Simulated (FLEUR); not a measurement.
# PbS (Cmcm) in FLEUR: further runs

Aim: see how the results for PbS move with the level of theory and the settings. Levels: PBEsol, LDA. Tasks: band structure.

Everything below comes from runs of FLEUR MaX-R8.1 (later development tree). Logs are shortened: lines on timing, memory, paths and dates and some standing lists are left out, and cuts for length are marked.

## (1) The crystal as given

Symmetry: Cmcm, No. 63, orthorhombic system. Conventional cell: a = 4.160 Å, b = 11.983 Å, c = 4.279 Å, α = 90.00°, β = 90.00°, γ = 90.00°. Pb (site symmetry m2m) is surrounded by 5 S at 2.69 to 2.99 Å. S (site symmetry m2m) has 5 Pb at 2.69 to 2.99 Å as nearest neighbours.

Measurements of this composition are mostly on another form, of space group No. 225.

## (2) Band structure, PBEsol

inp.xml

```xml
<?xml version="1.0" encoding="UTF-8" standalone="no"?>
<fleurInput fleurInputVersion="0.39">
   <comment>
      PbS                                                                                                 
   </comment>
   <calculationSetup>
      <cutoffs Kmax="4.85" Gmax="15.0" GmaxXC="15.0" numbands="0"/>
      <scfLoop itmax="60" minDistance="0.00001" maxIterBroyd="15" imix="Anderson" alpha="0.05" precondParam="0.0" spinf="2.0" sdNocoIR="T"/>
      <coreElectrons ctail="T" frcor="F" kcrel="0" coretail_lmax="0"/>
      <xcFunctional name="PBEs" relativisticCorrections="F"/>
      <magnetism jspins="1"/>
      <soc l_soc="F" theta="0.0" phi="0.0" spav="F"/>
      <expertModes spex="0" secvar="F"/>
      <geometryOptimization l_f="F" forcealpha="1.0" forcemix="BFGS" epsdisp="0.00001" epsforce="0.00001"/>
      <ldaU l_linMix="F" mixParam="0.05" spinf="1.0"/>
   </calculationSetup>
   <cell>
      <bzIntegration valenceElectrons="52.0" mode="hist" fermiSmearingEnergy="0.00183747">
         <kPointListSelection listName="default-1"/>
         <!-- k-points included here -->
         <xi:include xmlns:xi="http://www.w3.org/2001/XInclude" href="kpts.xml"> </xi:include>
      </bzIntegration>
      <!-- symmetry operations included here -->
      <xi:include xmlns:xi="http://www.w3.org/2001/XInclude" href="sym.xml"> </xi:include>
      <bulkLattice scale="1.0">
[... 34 lines left out ...]
         <lo type="SCLO" l="0" n="3" eDeriv="2"/>
         <lo type="SCLO" l="1" n="3" eDeriv="2"/>
         <lo type="SCLO" l="2" n="3" eDeriv="2"/>
         <lo type="SCLO" l="3" n="4" eDeriv="2"/>
      </species>
   </atomSpecies>
   <atomGroups>
      <atomGroup species="Lead (Pb)">
         <relPos label="                   1">.1305633500 -.1305633500 1.000/4.000</relPos>
         <relPos label="                   2">-.1305633500 .1305633500 -1.000/4.000</relPos>
         <force calculate="T" relaxXYZ="TTT"/>
      </atomGroup>
      <atomGroup species="Sulfur (S)">
         <relPos label="                   3">.3547970900 -.3547970900 1.000/4.000</relPos>
         <relPos label="                   4">-.3547970900 .3547970900 -1.000/4.000</relPos>
         <force calculate="T" relaxXYZ="TTT"/>
      </atomGroup>
   </atomGroups>
   <output dos="F" band="F" slice="F">
      <checks vchk="F" cdinf="F"/>
      <bandDOS minEnergy="-.5*Htr" maxEnergy="0.5*Htr" sigma="0.015" storeEVData="T"/>
      <vacuumDOS vacdos="F" integ="F" star="F" nstars="0" locx1="0.0" locy1="0.0" locx2="0.0" locy2="0.0" nstm="0" tworkf="0.0"/>
      <unfoldingBand unfoldBand="F" supercellX="1" supercellY="1" supercellZ="1"/>
      <plotting iplot="0" polar="F">
         <plot TwoD="T" vec1="  1.0  0.0  0.0" vec2="  0.0  1.0  0.0" vec3="  0.0  0.0  1.0" zero="  0.0  0.0  0.0" file="plot"/>
      </plotting>
      <chargeDensitySlicing numkpt="0" minEigenval="0.0" maxEigenval="0.0" nnne="0" pallst="F"/>
      <specialOutput eonly="F"/>
      <moessbauerParams electricFieldGradient="T" isomerShift="T" coreHyperfine="T" valenceHyperfine="T"/>
      <magneticCircularDichroism mcd="F" energyLo="-10.0" energyUp="0.0"/>
   </output>
  <!-- We include the file relax.xml here to enable relaxations (see documentation) -->
  <xi:include xmlns:xi="http://www.w3.org/2001/XInclude" href="relax.xml"> <xi:fallback/> </xi:include>
</fleurInput>
```

crystal.txt

```
PbS
&input cartesian=F /
2.0799526950  -5.9912968650  0.0000000000
2.0799526950  5.9912968650  0.0000000000
0.0000000000  0.0000000000  4.2793209400
1.8897261246
1.0 1.0 1.0

4
82 0.1305633500  0.8694366500  0.2500000000
82 0.8694366500  0.1305633500  0.7500000000
16 0.3547970900  0.6452029100  0.2500000000
16 0.6452029100  0.3547970900  0.7500000000

&kpt div1=7 div2=7 div3=6 gamma=T /
```

inp.xml (bands)

```
<?xml version="1.0" encoding="UTF-8" standalone="no"?>
<fleurInput fleurInputVersion="0.39">
   <comment>
      PbS                                                                                                 
   </comment>
   <calculationSetup>
      <cutoffs Kmax="4.85" Gmax="15.0" GmaxXC="15.0" numbands="0"/>
      <scfLoop itmax="60" minDistance="0.00001" maxIterBroyd="15" imix="Anderson" alpha="0.05" precondParam="0.0" spinf="2.0" sdNocoIR="T"/>
      <coreElectrons ctail="T" frcor="F" kcrel="0" coretail_lmax="0"/>
      <xcFunctional name="PBEs" relativisticCorrections="F"/>
      <magnetism jspins="1"/>
      <soc l_soc="F" theta="0.0" phi="0.0" spav="F"/>
      <expertModes spex="0" secvar="F"/>
      <geometryOptimization l_f="F" forcealpha="1.0" forcemix="BFGS" epsdisp="0.00001" epsforce="0.00001"/>
      <ldaU l_linMix="F" mixParam="0.05" spinf="1.0"/>
   </calculationSetup>
   <cell>
      <bzIntegration valenceElectrons="52.0" mode="hist" fermiSmearingEnergy="0.00183747">
         <kPointListSelection listName="path-1"/>
         <!-- k-points included here -->
         <xi:include xmlns:xi="http://www.w3.org/2001/XInclude" href="kpts.xml"> </xi:include>
      </bzIntegration>
      <!-- symmetry operations included here -->
      <xi:include xmlns:xi="http://www.w3.org/2001/XInclude" href="sym.xml"> </xi:include>
      <bulkLattice scale="1.0">
         <bravaisMatrix>
[... 33 lines left out ...]
         <lo type="SCLO" l="0" n="3" eDeriv="2"/>
         <lo type="SCLO" l="1" n="3" eDeriv="2"/>
         <lo type="SCLO" l="2" n="3" eDeriv="2"/>
         <lo type="SCLO" l="3" n="4" eDeriv="2"/>
      </species>
   </atomSpecies>
   <atomGroups>
      <atomGroup species="Lead (Pb)">
         <relPos label="                   1">.1305633500 -.1305633500 1.000/4.000</relPos>
         <relPos label="                   2">-.1305633500 .1305633500 -1.000/4.000</relPos>
         <force calculate="T" relaxXYZ="TTT"/>
      </atomGroup>
      <atomGroup species="Sulfur (S)">
         <relPos label="                   3">.3547970900 -.3547970900 1.000/4.000</relPos>
         <relPos label="                   4">-.3547970900 .3547970900 -1.000/4.000</relPos>
         <force calculate="T" relaxXYZ="TTT"/>
      </atomGroup>
   </atomGroups>
   <output dos="F" band="T" slice="F">
      <checks vchk="F" cdinf="F"/>
      <bandDOS minEnergy="-.5*Htr" maxEnergy="0.5*Htr" sigma="0.015" storeEVData="T"/>
      <vacuumDOS vacdos="F" integ="F" star="F" nstars="0" locx1="0.0" locy1="0.0" locx2="0.0" locy2="0.0" nstm="0" tworkf="0.0"/>
      <unfoldingBand unfoldBand="F" supercellX="1" supercellY="1" supercellZ="1"/>
      <plotting iplot="0" polar="F">
         <plot TwoD="T" vec1="  1.0  0.0  0.0" vec2="  0.0  1.0  0.0" vec3="  0.0  0.0  1.0" zero="  0.0  0.0  0.0" file="plot"/>
      </plotting>
      <chargeDensitySlicing numkpt="0" minEigenval="0.0" maxEigenval="0.0" nnne="0" pallst="F"/>
      <specialOutput eonly="F"/>
      <moessbauerParams electricFieldGradient="T" isomerShift="T" coreHyperfine="T" valenceHyperfine="T"/>
      <magneticCircularDichroism mcd="F" energyLo="-10.0" energyUp="0.0"/>
   </output>
  <!-- We include the file relax.xml here to enable relaxations (see documentation) -->
  <xi:include xmlns:xi="http://www.w3.org/2001/XInclude" href="relax.xml"> <xi:fallback/> </xi:include>
</fleurInput>
```

Potentials or basis: all-electron, FLAPW.

Command:

```sh
$ inpgen -f crystal.txt -profile fastHighL
$ # inp.xml edited to the form shown
$ mpirun -n 4 fleur_MPI -pe_per_kpt 1
$ mpirun -n 4 fleur_MPI -pe_per_kpt 1   # second run, on inp.xml (bands)
```

Output:

```text
Welcome to FLEUR        (www.flapw.de)
      MaX-Release 8.1          (www.max-centre.eu)

 ========== k-point set info ==========
 Selected k-point list: default-1
 k-point list type: mesh
 7 x 7 x 6
 Number of k points: 64

 ------------Calculation Setup---------------------------
 Number of MPI-tasks      :            4
 Number of PE/node        :            4
 Number of OMP-threads    :            1
 Using exactly            1  PE per kpt
 k-points in parallel     :            4
 pe's per k-point         :            1
 No of k-point loops      :           16
 Using exactly            1  PE per kpt
 Using exactly            1  PE per kpt
 Using exactly            1  PE per kpt
 Eigenvalue solver        :       lapack
 Number of basis functions:         1543
 Approximate size of matrices (H+S) per k-point:         0.035 GB
 --------------------------------------------------------
 Iteration:     1   Distance:      10.69367295 me/bohr^3
 Iteration:     2   Distance:       9.71910036 me/bohr^3
 Iteration:     3   Distance:       5.20104151 me/bohr^3
 Iteration:     4   Distance:       3.06821968 me/bohr^3
 Iteration:     5   Distance:       0.92106250 me/bohr^3
 Iteration:     6   Distance:       0.34229261 me/bohr^3
 Iteration:     7   Distance:       0.28024612 me/bohr^3
 Iteration:     8   Distance:       0.07985922 me/bohr^3
 Iteration:     9   Distance:       0.01780233 me/bohr^3
 Iteration:    10   Distance:       0.01645092 me/bohr^3
 Iteration:    11   Distance:       0.00330363 me/bohr^3
 Iteration:    12   Distance:       0.00130128 me/bohr^3
 Iteration:    13   Distance:       0.00044068 me/bohr^3
 Iteration:    14   Distance:       0.00007371 me/bohr^3
 Iteration:    15   Distance:       0.00006173 me/bohr^3
 Iteration:    16   Distance:       0.00005461 me/bohr^3
 Iteration:    17   Distance:       0.00002878 me/bohr^3
 Iteration:    18   Distance:       0.00000746 me/bohr^3

 ********************************************************************
 Run finished successfully
 Stop message:
   all done
 ********************************************************************
```

Run time: 3.3 min. Hardware: 4 MPI ranks of Intel Xeon 6975P-C (Granite Rapids), shared host.

What came out:

```yaml
Free_energy: -1160362.7630 eV
Band_gap_on_the_k_mesh: 1.17 eV, indirect (least direct gap 1.34 eV)
Band_gap_along_the_path: 1.05 eV, indirect (least direct gap 1.14 eV)
Valence_electrons_inside_the_program's_atomic_spheres: Pb 17.92; S 3.90 (radii Pb 2.66, S 2.02 bohr)
```

Levels at the corners of the path, in eV from the valence-band top:
```tsv
point	band 22	band 23	band 24	band 25	band 26	band 27	band 28	band 29	band 30	band 31
Γ	-2.99	-2.43	-1.69	-1.51	-0.52	4.56	4.57	4.79	5.50	5.73
X	-1.40	-1.39	-1.26	-0.73	-0.28	1.54	1.73	2.00	2.60	3.38
S	-2.07	-1.38	-1.21	-0.42	-0.41	1.66	1.76	2.13	2.88	3.07
R	-4.37	-3.18	-3.18	-1.48	-1.48	3.31	3.31	5.17	5.17	6.23
A	-4.39	-2.83	-2.83	-1.51	-1.51	3.13	3.13	5.58	5.58	6.08
Z	-2.79	-1.15	-1.15	-0.16	-0.16	1.70	1.70	2.69	2.69	4.91
Γ	-2.99	-2.43	-1.69	-1.51	-0.52	4.56	4.57	4.79	5.50	5.73
Y	-2.67	-1.98	-1.91	-1.34	-0.51	1.06	4.38	4.65	4.83	5.46
X1	-1.40	-1.39	-1.26	-0.73	-0.28	1.54	1.73	2.00	2.60	3.38
A1	-4.39	-2.83	-2.83	-1.51	-1.51	3.13	3.13	5.58	5.58	6.08
T	-1.25	-1.25	-1.25	-0.54	-0.54	1.60	1.60	3.11	3.11	3.38
Y	-2.67	-1.98	-1.91	-1.34	-0.51	1.06	4.38	4.65	4.83	5.46
Z	-2.79	-1.15	-1.15	-0.16	-0.16	1.70	1.70	2.69	2.69	4.91
T	-1.25	-1.25	-1.25	-0.54	-0.54	1.60	1.60	3.11	3.11	3.38
```

Core levels (eV from the Fermi level):
```csv
atom,levels
1 Pb,"1s1/2 -87948.0, 2s1/2 -15713.4, 2p1/2 -15089.2, 2p3/2 -12900.3, 3s1/2 -3767.9, 3p1/2 -3486.4, 3p3/2 -2998.1, 4s1/2 -849.1, 3d3/2 -2535.9, 3d5/2 -2432.0, 4p1/2 -727.4, 4p3/2 -607.7, 4d3/2 -409.6, 4d5/2 -387.3, 4f5/2 -130.7, 4f7/2 -125.7, 5s1/2 -138.9"
2 Pb,"1s1/2 -87948.0, 2s1/2 -15713.4, 2p1/2 -15089.2, 2p3/2 -12900.3, 3s1/2 -3767.9, 3p1/2 -3486.4, 3p3/2 -2998.1, 4s1/2 -849.1, 3d3/2 -2535.9, 3d5/2 -2432.0, 4p1/2 -727.4, 4p3/2 -607.7, 4d3/2 -409.6, 4d5/2 -387.3, 4f5/2 -130.7, 4f7/2 -125.7, 5s1/2 -138.9"
3 S,"1s1/2 -2394.3, 2s1/2 -204.1, 2p1/2 -150.0, 2p3/2 -148.8"
4 S,"1s1/2 -2394.3, 2s1/2 -204.1, 2p1/2 -150.0, 2p3/2 -148.8"
```

Caveat: spin-orbit coupling is left out, which as a rule narrows the gap of such compounds by several tenths of an eV; the mesh misses the band edges, which the band path finds closer together.

## (3) Band structure, LDA

Changes to inp.xml since step 2:

```diff
@@ -9,3 +9,3 @@
       <coreElectrons ctail="T" frcor="F" kcrel="0" coretail_lmax="0"/>
-      <xcFunctional name="PBEs" relativisticCorrections="F"/>
+      <xcFunctional name="vwn" relativisticCorrections="F"/>
       <magnetism jspins="1"/>
```

crystal.txt is that of step 2.

Changes to inp.xml (bands) since step 2:

```diff
@@ -9,3 +9,3 @@
       <coreElectrons ctail="T" frcor="F" kcrel="0" coretail_lmax="0"/>
-      <xcFunctional name="PBEs" relativisticCorrections="F"/>
+      <xcFunctional name="vwn" relativisticCorrections="F"/>
       <magnetism jspins="1"/>
```

Potentials or basis: all-electron, FLAPW.

Command:

```sh
$ inpgen -f crystal.txt -profile fastHighL
$ # inp.xml edited to the form shown
$ mpirun -n 4 fleur_MPI -pe_per_kpt 1
$ mpirun -n 4 fleur_MPI -pe_per_kpt 1   # second run, on inp.xml (bands)
```

Output:

```text
Welcome to FLEUR        (www.flapw.de)
      MaX-Release 8.1          (www.max-centre.eu)

 ========== k-point set info ==========
 Selected k-point list: default-1
 k-point list type: mesh
 7 x 7 x 6
 Number of k points: 64

 ------------Calculation Setup---------------------------
 Number of MPI-tasks      :            4
 Number of PE/node        :            4
 Number of OMP-threads    :            1
 Using exactly            1  PE per kpt
 Using exactly            1  PE per kpt
 Using exactly            1  PE per kpt
 Using exactly            1  PE per kpt
 k-points in parallel     :            4
 pe's per k-point         :            1
 No of k-point loops      :           16
 Eigenvalue solver        :       lapack
 Number of basis functions:         1543
 Approximate size of matrices (H+S) per k-point:         0.035 GB
 --------------------------------------------------------
 Iteration:     1   Distance:      10.83986006 me/bohr^3
 Iteration:     2   Distance:       9.84272858 me/bohr^3
 Iteration:     3   Distance:       5.32572477 me/bohr^3
 Iteration:     4   Distance:       3.16515821 me/bohr^3
 Iteration:     5   Distance:       0.90607576 me/bohr^3
 Iteration:     6   Distance:       0.33786286 me/bohr^3
 Iteration:     7   Distance:       0.30802968 me/bohr^3
 Iteration:     8   Distance:       0.06523619 me/bohr^3
 Iteration:     9   Distance:       0.02135674 me/bohr^3
 Iteration:    10   Distance:       0.01454834 me/bohr^3
 Iteration:    11   Distance:       0.00338304 me/bohr^3
 Iteration:    12   Distance:       0.00155577 me/bohr^3
 Iteration:    13   Distance:       0.00040970 me/bohr^3
 Iteration:    14   Distance:       0.00007155 me/bohr^3
 Iteration:    15   Distance:       0.00008347 me/bohr^3
 Iteration:    16   Distance:       0.00007092 me/bohr^3
 Iteration:    17   Distance:       0.00002532 me/bohr^3
 Iteration:    18   Distance:       0.00000845 me/bohr^3

 ********************************************************************
 Run finished successfully
 Stop message:
   all done
 ********************************************************************
```

Run time: 5.3 min. Hardware: 4 MPI ranks of Arm Neoverse V2, shared host.

Results:

```
Free energy                                           : -1160026.5381 eV
Band gap on the k mesh                                : 1.12 eV, indirect (least direct gap 1.29 eV)
Band gap along the path                               : 1.00 eV, indirect (least direct gap 1.10 eV)
Valence electrons inside the program's atomic spheres : Pb 17.94; S 3.90 (radii Pb 2.66, S 2.02 bohr)
```

Levels at the corners of the path, in eV from the valence-band top:
```tsv
point	band 23	band 24	band 25	band 26	band 27	band 28	band 29	band 30
Γ	-2.40	-1.67	-1.49	-0.50	4.54	4.59	4.73	5.44
X	-1.36	-1.22	-0.73	-0.28	1.49	1.69	1.95	2.56
S	-1.35	-1.17	-0.42	-0.41	1.63	1.72	2.09	2.85
R	-3.16	-3.16	-1.46	-1.46	3.28	3.28	5.13	5.13
A	-2.82	-2.82	-1.49	-1.49	3.09	3.09	5.55	5.55
Z	-1.11	-1.11	-0.15	-0.15	1.67	1.67	2.64	2.64
Γ	-2.40	-1.67	-1.49	-0.50	4.54	4.59	4.73	5.44
Y	-1.97	-1.89	-1.31	-0.49	1.01	4.32	4.69	4.80
X1	-1.36	-1.22	-0.73	-0.28	1.49	1.69	1.95	2.56
A1	-2.82	-2.82	-1.49	-1.49	3.09	3.09	5.55	5.55
T	-1.21	-1.21	-0.55	-0.55	1.56	1.56	3.06	3.06
Y	-1.97	-1.89	-1.31	-0.49	1.01	4.32	4.69	4.80
Z	-1.11	-1.11	-0.15	-0.15	1.67	1.67	2.64	2.64
T	-1.21	-1.21	-0.55	-0.55	1.56	1.56	3.06	3.06
```

Core levels (eV from the Fermi level):
```
atom                                                                                                                                                                                                                                                     levels
1 Pb  1s1/2 -87909.0, 2s1/2 -15707.5, 2p1/2 -15087.1, 2p3/2 -12899.4, 3s1/2 -3766.2, 3p1/2 -3485.9, 3p3/2 -2997.9, 4s1/2 -848.2, 3d3/2 -2536.1, 3d5/2 -2432.2, 4p1/2 -726.9, 4p3/2 -607.2, 4d3/2 -409.5, 4d5/2 -387.1, 4f5/2 -130.9, 4f7/2 -125.8, 5s1/2 -139.0
2 Pb  1s1/2 -87909.0, 2s1/2 -15707.5, 2p1/2 -15087.1, 2p3/2 -12899.4, 3s1/2 -3766.2, 3p1/2 -3485.9, 3p3/2 -2997.9, 4s1/2 -848.2, 3d3/2 -2536.1, 3d5/2 -2432.2, 4p1/2 -726.9, 4p3/2 -607.2, 4d3/2 -409.5, 4d5/2 -387.1, 4f5/2 -130.9, 4f7/2 -125.8, 5s1/2 -139.0
 3 S                                                                                                                                                                                                    1s1/2 -2389.6, 2s1/2 -203.5, 2p1/2 -150.1, 2p3/2 -148.8
 4 S                                                                                                                                                                                                    1s1/2 -2389.6, 2s1/2 -203.5, 2p1/2 -150.1, 2p3/2 -148.8
```

Caveat: spin-orbit coupling is left out, which as a rule narrows the gap of such compounds by several tenths of an eV; the mesh misses the band edges, which the band path finds closer together.
